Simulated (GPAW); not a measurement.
# Pt (Fm-3m) in GPAW: notebook

The runs below take Pt through optical spectrum, with PBE.

All numbers are computed with GPAW 26.7.0; they aren't measurements. Logs are shortened: lines on timing, memory, paths and dates and some standing lists are left out, and cuts for length are marked. The log counts tension as positive stress, the text compression.

### Step 1. The structure

It takes space group Fm-3m (No. 225, cubic). The conventional cell has a = 3.869 Å, b = 3.869 Å, c = 3.869 Å, α = 90.00°, β = 90.00°, γ = 90.00°. Around Pt (site symmetry m-3m) lie 12 Pt at 2.74 Å.

### Step 2. Optical spectrum, PBE

Contents of run.py:

```python
from ase import Atoms
from ase.dft.bandgap import bandgap
from ase.io import write
from gpaw import GPAW, PW
from gpaw.response.df import DielectricFunction

atoms = Atoms(['Pt'],
              cell=[[0.0, 1.9343981026, 1.9343981026],
                    [1.9343981026, 0.0, 1.9343981026],
                    [1.9343981026, 1.9343981026, 0.0]],
              scaled_positions=[[0.0, 0.0, 0.0]],
              pbc=True)

calc = GPAW(mode=PW(400),
            xc='PBE',
            kpts={'size': (9, 9, 9), 'gamma': True},
            occupations={'name': 'fermi-dirac', 'width': 0.05},
            nbands=17,
            convergence={'density': 1e-06},
            maxiter=150,
            txt='gpaw.txt')
atoms.calc = calc
energy = atoms.get_potential_energy()
calc.write('gs.gpw')
write('result.traj', atoms)
print(f'Energy: {energy:.6f} eV')
print('Fermi level:', round(calc.get_fermi_level(), 4), 'eV')
print(f'Gap: {bandgap(calc)[0]:.4f} eV, direct: {bandgap(calc, direct=True)[0]:.4f} eV')

dense = calc.fixed_density(kpts={'size': (29, 29, 29), 'gamma': True},
                           nbands=24, convergence={'bands': 18, 'eigenstates': 1e-7},
                           update_fermi_level=True, txt='dense.txt')
dense.write('dense.gpw', mode='all')

df = DielectricFunction('dense.gpw', frequencies={'type': 'nonlinear', 'domega0': 0.05, 'omega2': 10},
                        eta=0.1, ecut=50, nbands=18, rate='eta', txt='df.txt')
for direction in ['x']:
    df.get_dielectric_function(xc='RPA', direction=direction, filename=f'df_{direction}.csv')
```

Potentials or basis: GPAW PAW data sets (gpaw-data 1.2.1), pw.

Command:

```console
$ OMP_NUM_THREADS=1 python run.py
```

gpaw.txt:

```text
__  _  _
 | _ |_)|_||  |
 |__||  | ||/\| - 26.7.0

Input parameters:
  mode=PW(ecut=400.0),
  convergence={'density': 1e-06},
  kpts=MonkhorstPack(size=(9, 9, 9), gamma=True),
  maxiter=150,
  nbands=17,
  occupations=Occupations(name='fermi-dirac', width=0.05),
  xc=XC(name='PBE')

Diagonalizing LCAO Hamiltonian
Converting LCAO to pw mode

       Pt

Atoms  # Å, Bohr magnetons
|   | symbol |        x |        y |        z |    initial magnetic moments |
|---|--------|----------|----------|----------|-----------------------------|
| 0 |     Pt | 0.000000 | 0.000000 | 0.000000 | ( 0.0000,  0.0000,  0.0000) |

Unit cell  # Å
| periodic |        x |        y |        z |  lengths |    angles |
|----------|----------|----------|----------|----------|-----------|
|      yes | 0.000000 | 1.934398 | 1.934398 | 2.735652 | 60.000000 |
|      yes | 1.934398 | 0.000000 | 1.934398 | 2.735652 | 60.000000 |
|      yes | 1.934398 | 1.934398 | 0.000000 | 2.735652 | 60.000000 |

Number of symmetries: 48
Symmetry operations  # r_c * U_cc + t_c -> r_c
|    | kind |            matrix            |
|----|------|------------------------------|
|  0 |  σ   |  1, 0, 0,  1, 0,-1,  1,-1, 0 |
|  1 |  C2  |  1, 0, 0,  1,-1, 0,  1, 0,-1 |
|  2 |  E   |  1, 0, 0,  0, 1, 0,  0, 0, 1 |
|  3 |  σ   |  1, 0, 0,  0, 0, 1,  0, 1, 0 |
|  4 |  C4  |  1, 0,-1,  1, 0, 0,  1,-1, 0 |
|  5 |  S6  |  1, 0,-1,  1,-1, 0,  1, 0, 0 |
|  6 |  σ   |  1, 0,-1,  0, 1,-1,  0, 0,-1 |
|  7 |  C3  |  1, 0,-1,  0, 0,-1,  0, 1,-1 |
|  8 |  S6  |  1,-1, 0,  1, 0, 0,  1, 0,-1 |
|  9 |  C4  |  1,-1, 0,  1, 0,-1,  1, 0, 0 |
| 10 |  C3  |  1,-1, 0,  0,-1, 1,  0,-1, 0 |
| 11 |  σ   |  1,-1, 0,  0,-1, 0,  0,-1, 1 |
| 12 |  σ   |  0, 1, 0,  1, 0, 0,  0, 0, 1 |
| 13 |  C4  |  0, 1, 0,  0, 1,-1, -1, 1, 0 |
| 14 |  C3  |  0, 1, 0,  0, 0, 1,  1, 0, 0 |
| 15 |  S6  |  0, 1, 0, -1, 1, 0,  0, 1,-1 |
| 16 |  C2  |  0, 1,-1,  1, 0,-1,  0, 0,-1 |
| 17 |  σ   |  0, 1,-1,  0, 1, 0, -1, 1, 0 |
| 18 |  S4  |  0, 1,-1,  0, 0,-1,  1, 0,-1 |
| 19 |  C4  |  0, 1,-1, -1, 1, 0,  0, 1, 0 |
| 20 |  C3  |  0, 0, 1,  1, 0, 0,  0, 1, 0 |
| 21 |  σ   |  0, 0, 1,  0, 1, 0,  1, 0, 0 |
| 22 |  S6  |  0, 0, 1,  0,-1, 1, -1, 0, 1 |
| 23 |  C4  |  0, 0, 1, -1, 0, 1,  0,-1, 1 |
| 24 |  S4  |  0, 0,-1,  1, 0,-1,  0, 1,-1 |
| 25 |  C3  |  0, 0,-1,  0, 1,-1,  1, 0,-1 |
| 26 |  C2  |  0, 0,-1,  0,-1, 0, -1, 0, 0 |
| 27 |  S6  |  0, 0,-1, -1, 0, 0,  0,-1, 0 |
| 28 |  S4  |  0,-1, 1,  1,-1, 0,  0,-1, 0 |
| 29 |  C4  |  0,-1, 1,  0, 0, 1, -1, 0, 1 |
| 30 |  C2  |  0,-1, 1,  0,-1, 0,  1,-1, 0 |
| 31 |  σ   |  0,-1, 1, -1, 0, 1,  0, 0, 1 |
| 32 |  C3  |  0,-1, 0,  1,-1, 0,  0,-1, 1 |
| 33 |  S6  |  0,-1, 0,  0, 0,-1, -1, 0, 0 |
| 34 |  S4  |  0,-1, 0,  0,-1, 1,  1,-1, 0 |
| 35 |  C2  |  0,-1, 0, -1, 0, 0,  0, 0,-1 |
| 36 |  C2  | -1, 1, 0,  0, 1, 0,  0, 1,-1 |
| 37 |  S6  | -1, 1, 0,  0, 1,-1,  0, 1, 0 |
| 38 |  S4  | -1, 1, 0, -1, 0, 1, -1, 0, 0 |
| 39 |  C3  | -1, 1, 0, -1, 0, 0, -1, 0, 1 |
| 40 |  S6  | -1, 0, 1,  0, 0, 1,  0,-1, 1 |
| 41 |  C2  | -1, 0, 1,  0,-1, 1,  0, 0, 1 |
| 42 |  C3  | -1, 0, 1, -1, 1, 0, -1, 0, 0 |
| 43 |  S4  | -1, 0, 1, -1, 0, 0, -1, 1, 0 |
| 44 |  C2  | -1, 0, 0,  0, 0,-1,  0,-1, 0 |
| 45 |  i   | -1, 0, 0,  0,-1, 0,  0, 0,-1 |
| 46 |  σ   | -1, 0, 0, -1, 1, 0, -1, 0, 1 |
| 47 |  C2  | -1, 0, 0, -1, 0, 1, -1, 1, 0 |

BZ-sampling:
  Number of BZ points: 729
  Number of IBZ points: 35

  Monkhorst-Pack size: [9, 9, 9]
  Monkhorst-Pack shift: [0, 0, 0]

K-points  # in reciprocal-cell coordinates
|     |                                coordinates |     weight |
|-----|--------------------------------------------|------------|
|   0 | (  0.00000000,   0.00000000,   0.00000000) | 0.00137174 |
|   1 | (  0.11111111,   0.11111111,   0.00000000) | 0.00823045 |
|   2 | (  0.11111111,   0.11111111,   0.11111111) | 0.01097394 |
|   3 | (  0.22222222,   0.11111111,   0.11111111) | 0.01646091 |
|   4 | (  0.22222222,   0.22222222,   0.00000000) | 0.00823045 |
|   5 | (  0.22222222,   0.22222222,   0.11111111) | 0.03292181 |
|   6 | (  0.22222222,   0.22222222,   0.22222222) | 0.01097394 |
|   7 | (  0.33333333,   0.22222222,   0.11111111) | 0.03292181 |
|   8 | (  0.33333333,   0.22222222,   0.22222222) | 0.03292181 |
|   9 | (  0.33333333,   0.33333333,  -0.33333333) | 0.01646091 |
| ... |                                            |            |
|  34 | (  0.44444444,   0.44444444,   0.44444444) | 0.01097394 |

Plane wave coefficients: 275
Cutoff: 400.0 eV

Spin-components: 1 (collinear spins)
Bands:           17
Projectors:      6
Spin-degeneracy: 2
Datatype:        complex128

Parallelization:
  kpt:    1
  domain: 1
  band:   1

Density:
  Valence electrons: 16.0
  Components: 1
  Grid points: [14 14 14]
  Charge: 0.0  # |e|

Potential:
  Grid points: [14 14 14]

species:
  Pt:
    name:    Platinum
    Z:       78.0
    valence: 16
    core:    62
    charge:  0.0  # [|e|]
    compensation charges:
      type: gauss
      rc: 0.41  # [Å]
      lmax: 2
    cutoffs:
      filter: 2.26  # [Å]
      core: 2.26  # [Å]
    projectors
    | kind |    occ | energy [eV] | rcut [Å] |
    |------|--------|-------------|----------|
    |   6s |  1.000 |      -5.628 |    1.307 |
    |   5p |  6.000 |     -56.051 |    1.371 |
    |   6p |  0.000 |      -0.845 |    1.371 |
    |   5d |  9.000 |      -6.153 |    1.307 |
    |    s |        |      21.583 |    1.307 |
    |    d |        |      21.058 |    1.307 |

    Using partial waves for Pt as LCAO basis

Reference energy: -500375.362767  # eV

eigensolver:
  PPCG
  Converge bands: occupied
  niter=2

density mixing:
  MSR1-Mixer
  Pratt-step length: 0.05
  Maximum mixing coefficient: 0.75
  Old densities: 10
  SVD Regularization: 0.005
  Good broyden scale: 1.0
  Trust region scale: 1.0
  Backstep threshold: 4.0
  History deletion threshold: 6.0
  Fourier metric: weight=20.0, sigma=0.015

occupation numbers:
  Fermi-Dirac:
    width: 0.0500  # eV

poisson solver:
  ecut: 3200.0  # eV

xc functional:
  name: PBE with 2 nearest neighbor stencil

convergence criteria:
- Maximum integral of absolute [dens]ity change: 1e-06 electrons / valence electron
- Maximum [total energy] change in last 3 cyles: 0.0005 eV / valence electron
- Maximum integral of absolute [eigenst]ate change: 4e-08 eV^2 / valence electron
maximum number of iterations: 150

SCF iterations
|iter     | |      energy | eigst |  dens |
|---------|-|-------------|-------|-------|
|iter:   1| |   -6.786170 | -0.06 |       |
|iter:   2| |   -6.701174 | -3.09 | -1.20 |
|iter:   3| |   -6.367624 | -2.48 | -1.25 |
|iter:   4| |   -6.362577 | -3.66 | -2.11 |
|iter:   5| |   -6.362195c| -3.63 | -2.56 |
|iter:   6| |   -6.362213c| -6.08 | -3.66 |
|iter:   7| |   -6.362214c| -6.53 | -3.84 |
|iter:   8| |   -6.362214c| -7.54c| -5.03 |
|iter:   9| |   -6.362214c| -8.12c| -5.74 |
|iter:  10| |   -6.362214c| -8.82c| -6.46c|

Converged in 10 steps
Energy contributions relative to reference atoms: (reference = -500375.362767)

Energy contributions:
  Kinetic:           1.480723
  Coulomb:          -2.257022
  Zero:             -0.535668
  External:          0.000000
  Xc:               -5.044890
  Entropy:          -0.010714
  Spinorbit:         0.000000
  ----------------------------
  Free energy:      -6.367571
  Extrapolated:     -6.362214

dipole moment: (-13.225872, -13.225872, -13.225872)  # |e|*Ang

Fermi level: 12.985
Eigenvalues  # (at kpt = [0.000, 0.000, 0.000])
| band index |      eig [eV] | occ [0-2] |
|------------|---------------|-----------|
|          0 |       -39.728 |     2.000 |
|          1 |       -39.728 |     2.000 |
|          2 |       -39.728 |     2.000 |
|          3 |         2.404 |     2.000 |
|          4 |         8.949 |     2.000 |
|          5 |         8.949 |     2.000 |
[... 9 lines left out ...]
|         15 |        45.696 |     0.000 |
|         16 |        45.696 |     0.000 |

No gap
No difference between direct/indirect transitions
# Writing to gs.gpw (mode='')
```

It took 82 s on 1 thread of Arm Neoverse V2, shared host; peak memory 0.35 GiB.

What came out:

```yaml
Free_energy: -6.3676 eV
Band_gap_on_the_k_mesh: none (metal or under the smearing width)
```

Dielectric function (mean over the directions given):
```tsv
energy (eV)	real part	imaginary part
0.67	-120.46	103.06
1.26	-39.83	39.28
1.89	-20.55	20.97
2.54	-12.94	12.74
3.17	-8.86	9.40
3.76	-7.22	8.67
4.44	-4.49	5.71
5.01	-3.10	4.27
5.68	-1.65	3.53
6.31	-0.57	2.86
6.87	0.38	3.13
7.55	0.89	4.08
8.16	0.40	3.81
8.80	0.37	4.20
9.47	0.38	4.63
10.16	-1.11	4.11
10.78	-1.07	3.13
11.41	-0.79	2.74
12.08	-0.74	2.52
12.65	-0.65	2.21
13.36	-0.18	1.97
13.97	-0.08	1.93
14.61	-0.08	1.87
15.26	-0.09	1.81
15.94	-0.05	1.67
16.64	0.12	1.40
17.36	0.31	1.32
18.12	0.60	1.33
18.90	0.98	2.04
19.87	0.40	2.26
```

Caveat: the intraband term hangs on this k mesh; the long-wavelength limit can be off by several per cent where d states take part; independent-particle spectra lack excitons. Spin-orbit coupling is left out, which matters for the levels of Pt.

### Step 3. Optical spectrum, PBE

This run uses another cell than the first one, of 14.78 Å³/atom, 1.021 times its volume.

run.py, as its differences from that of step 2:

```diff
@@ -7,5 +7,5 @@
 atoms = Atoms(['Pt'],
-              cell=[[0.0, 1.9343981026, 1.9343981026],
-                    [1.9343981026, 0.0, 1.9343981026],
-                    [1.9343981026, 1.9343981026, 0.0]],
+              cell=[[0.0, 1.9477392008, 1.9477392008],
+                    [1.9477392008, 0.0, 1.9477392008],
+                    [1.9477392008, 1.9477392008, 0.0]],
               scaled_positions=[[0.0, 0.0, 0.0]],
```

Potentials or basis: GPAW PAW data sets (gpaw-data 1.2.1), pw.

Command:

```console
$ OMP_NUM_THREADS=1 python run.py
```

gpaw.txt:

```text
__  _  _
 | _ |_)|_||  |
 |__||  | ||/\| - 26.7.0

Input parameters:
  mode=PW(ecut=400.0),
  convergence={'density': 1e-06},
  kpts=MonkhorstPack(size=(9, 9, 9), gamma=True),
  maxiter=150,
  nbands=17,
  occupations=Occupations(name='fermi-dirac', width=0.05),
  xc=XC(name='PBE')

Diagonalizing LCAO Hamiltonian
Converting LCAO to pw mode

       Pt

Atoms  # Å, Bohr magnetons
|   | symbol |        x |        y |        z |    initial magnetic moments |
|---|--------|----------|----------|----------|-----------------------------|
| 0 |     Pt | 0.000000 | 0.000000 | 0.000000 | ( 0.0000,  0.0000,  0.0000) |

Unit cell  # Å
| periodic |        x |        y |        z |  lengths |    angles |
|----------|----------|----------|----------|----------|-----------|
|      yes | 0.000000 | 1.947739 | 1.947739 | 2.754519 | 60.000000 |
|      yes | 1.947739 | 0.000000 | 1.947739 | 2.754519 | 60.000000 |
|      yes | 1.947739 | 1.947739 | 0.000000 | 2.754519 | 60.000000 |

Number of symmetries: 48
[... 158 lines left out ...]

SCF iterations
|iter     | |      energy | eigst |  dens |
|---------|-|-------------|-------|-------|
|iter:   1| |   -6.822105 | -0.07 |       |
|iter:   2| |   -6.736424 | -3.08 | -1.20 |
|iter:   3| |   -6.402148 | -2.45 | -1.25 |
|iter:   4| |   -6.397915 | -3.66 | -2.12 |
|iter:   5| |   -6.397611c| -3.65 | -2.55 |
|iter:   6| |   -6.397619c| -6.09 | -3.67 |
|iter:   7| |   -6.397620c| -6.52 | -3.83 |
|iter:   8| |   -6.397620c| -7.61c| -5.03 |
|iter:   9| |   -6.397620c| -8.15c| -5.63 |
|iter:  10| |   -6.397620c| -8.94c| -6.49c|

Converged in 10 steps
Energy contributions relative to reference atoms: (reference = -500375.362767)

Energy contributions:
  Kinetic:          -1.363696
  Coulomb:           0.166651
  Zero:             -0.528551
  External:          0.000000
  Xc:               -4.666398
  Entropy:          -0.011254
  Spinorbit:         0.000000
  ----------------------------
  Free energy:      -6.403247
  Extrapolated:     -6.397620

dipole moment: (-13.311712, -13.311712, -13.311712)  # |e|*Ang

Fermi level: 12.556
Eigenvalues  # (at kpt = [0.000, 0.000, 0.000])
| band index |      eig [eV] | occ [0-2] |
|------------|---------------|-----------|
|          0 |       -40.091 |     2.000 |
|          1 |       -40.091 |     2.000 |
|          2 |       -40.091 |     2.000 |
|          3 |         2.212 |     2.000 |
|          4 |         8.654 |     2.000 |
|          5 |         8.654 |     2.000 |
[... 9 lines left out ...]
|         15 |        44.808 |     0.000 |
|         16 |        44.808 |     0.000 |

No gap
No difference between direct/indirect transitions
# Writing to gs.gpw (mode='')
```

df.txt:

```text
NonLinearFrequencyDescriptor(from 0.000 to 93.791 eV, 385 points)
NonLinearFrequencyDescriptor(from 0.000 to 93.791 eV, 385 points)

Calculating chi0 body with:
    Ground state adapter containing:
    Number of spins: 1
    Number of kpoints: 24389
    Number of irreducible kpoints: 680
    Number of completely occupied states: 5
    Number of partially occupied states: 9

    Linear response parametrization:
    q_c: [0.0, 0.0, 0.0]
    Number of frequency points: 385
[... 42 lines left out ...]
    Number of spins: 1
    Number of kpoints: 24389
    Number of irreducible kpoints: 680
    Number of completely occupied states: 5
    Number of partially occupied states: 9

Symmetries of q_c:
    Direct symmetries (Uq -> q): 48
    Indirect symmetries (TUq -> q): 0
In total 48 allowed symmetries.

Integral kind: intraband
Plasma frequency:
[[8.08+0.j 0.  +0.j 0.  +0.j]
 [0.  +0.j 8.08+0.j 0.  +0.j]
 [0.  -0.j 0.  +0.j 8.08+0.j]]

Finished calculating chi0
```

Wall time 86 s (1 thread of Arm Neoverse V2, shared host); peak memory 0.35 GiB.

What came out:

| Quantity | Value |
| --- | --- |
| Free energy | -6.4032 eV |
| Band gap on the k mesh | none (metal or under the smearing width) |

Dielectric function (mean over the directions given):
```csv
energy (eV),real part,imaginary part
0.67,-116.89,103.08
1.26,-38.39,39.82
1.89,-20.02,21.34
2.54,-12.21,13.21
3.17,-8.44,9.04
3.76,-7.29,7.67
4.44,-4.33,5.44
5.01,-2.59,4.23
5.68,-1.61,3.73
6.31,-0.10,2.93
6.87,0.75,3.28
7.55,0.64,4.61
8.16,0.80,4.07
8.80,0.55,4.31
9.47,-0.61,4.72
10.16,-0.99,3.64
10.78,-0.89,2.98
11.41,-0.71,2.43
12.08,-0.56,2.33
12.65,-0.48,1.97
13.36,-0.18,1.89
13.97,-0.06,1.87
14.61,-0.09,1.80
15.26,-0.09,1.66
15.94,-0.06,1.53
16.64,0.18,1.36
17.36,0.40,1.26
18.12,0.76,1.30
18.90,0.84,2.16
19.87,0.33,2.36
```

Caveat: the intraband term hangs on this k mesh; the long-wavelength limit can be off by several per cent where d states take part; independent-particle spectra lack excitons. The run has no spin-orbit coupling, so splittings on Pt are missing.

(Continued in part 2 of 2.)
